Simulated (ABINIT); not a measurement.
Runs of ABINIT 10.8.3 (patched build) on WS2 (Tungstenite). It takes space group P6_3/mmc (No. 194, hexagonal). The conventional cell has a = 3.180 Å, b = 3.180 Å, c = 12.500 Å, α = 90.00°, β = 90.00°, γ = 120.00°. W (site symmetry -6m2) has 6 S at 2.41 Å as nearest neighbours. S (site symmetry 3m) is surrounded by 3 W at 2.41 Å. 

```tsv
task	level	potentials or basis	cell	k mesh	cutoff (eV)	cell freedom (optcell)	cutoff smearing ecutsm (Ha)	optimiser (ionmov)	force stop (Ha/bohr)	fine-grid cutoff	mesh quality	gap on the mesh (eV)	pressure (GPa)	relaxed volume (Å³/atom)	largest force (eV/Å)
relaxation of cell and atoms	LDA	JTH PAW LDA v2.0	relaxed	8 × 8 × 3	544	2	0.5	22	0.0001	1088.46 eV	not flagged	1.00	0.0	17.19	-
single point	PBEsol	PseudoDojo NC SR PBEsol v0.4.1 standard	as given	10 × 10 × 3	1007	-	-	-	-	-	not flagged	1.08	-2.7	-	0.15
relaxation of cell and atoms	PBEsol	JTH PAW PBE v2.0	relaxed	5 × 5 × 2	544	2	0.5	2	0.0005	1088.46 eV	coarse	(a)	0.0	(b)	0.02
single point	PBEsol	PseudoDojo NC SR PBEsol v0.4.1 standard	atoms moved at random, drawn with an rms of 0.05 Å	10 × 10 × 3	1007	-	-	-	-	-	not flagged	1.07	0.2	-	1.34
```

Alike in all rows: no spin polarisation; smearing fermi-dirac 0.05 eV.

Problem. Fill in the values left out.

Solution. (a) 1.11; (b) 17.95.

Caveats: some runs use coarse meshes; spin-orbit coupling is left out, which moves the levels of the heavy elements; an odd mesh through Γ misses points on the zone boundary, where band edges often lie; this functional lacks dispersion, which binds the layers, so the pressure and a relaxed spacing across them are unreliable (some runs); the PAW data sets were made with another functional, which shifts forces and pressure a little (some runs).

A k mesh can miss the band edges, and the runs leave out spin-orbit coupling on W.
